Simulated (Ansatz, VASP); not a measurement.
# Nb: VASP beside Ansatz

INCAR

```
SYSTEM = Nb
PREC     = Accurate       ! precision mode
ENCUT    = 520            ! plane-wave cutoff, eV
EDIFF    = 1E-7           ! SCF threshold, eV
ISMEAR   = -1             ! smearing method
SIGMA    = 0.05           ! smearing width, eV
LREAL    = .FALSE.        ! projectors in reciprocal space
LASPH    = .TRUE.         ! aspherical terms in the spheres
NELM     = 100            ! most SCF steps
ALGO     = Normal         ! electronic algorithm
ISIF     = 2              ! what is computed and relaxed
LWAVE    = .FALSE.        ! write WAVECAR
LCHARG   = .TRUE.         ! write CHGCAR
GGA      = PE             ! functional
LELF     = .TRUE.         ! ELF
LVHAR    = .TRUE.       
NBANDS   = 12             ! bands
```

Contents of KPOINTS:

```
Automatic mesh
0
G
  11 11 11
  0 0 0
```

POSCAR

```
Nb
1.0
    0.0000000000      2.0864154149      2.0864154149
    2.0864154149      0.0000000000      2.0864154149
    2.0864154149      2.0864154149      0.0000000000
Nb
1
Direct
    0.0000000000      0.0000000000      0.0000000000
```

The input input.yaml:

```yaml
crystal:
  lattice:
    - [0.0, 2.0864154149, 2.0864154149]
    - [2.0864154149, 0.0, 2.0864154149]
    - [2.0864154149, 2.0864154149, 0.0]
  atoms:
    - { symbol: Nb, position: [0.0, 0.0, 0.0] }
hamiltonian:
  xc: pbe
  pseudopotentials: { kind: paw, azcp: { folder: soft_1 } }
kpoints:
  mp_grid: { grid: [11, 11, 11] }
scf:
  occupations: { method: fermi_dirac, width: 0.05 }
output:
  forces: true
  stress: true
  eigenvalues: true
  write_density: true
  write_potential: true
  elf: true
  volumetric_format: npy
```

This isn't the form of Nb at room conditions, which is bcc.

Alike in both runs: task single point; functional PBE; k mesh 11 × 11 × 11; occupations fermi-dirac, width 0.05 eV; no spin polarisation.

```csv
,VASP,Ansatz
version,VASP 6.6.1,Ansatz 0.2.0
potentials or method,"VASP PAW PBE potentials, release 64 (Nb_sv)",Ansatz PAW soft_1
plane-wave cutoff (eV),520,420
valence electrons in the cell,13,13
```

Ansatz gave:

```
gap on the k mesh at the Fermi level (eV) : none
pressure (GPa)                            : 5.1
```

Problem. Which values does VASP return?

Solution. gap on the k mesh at the Fermi level (eV): none; pressure (GPa): 4.8.

A gap of «none» marks a metal or a gap that the smearing closes.
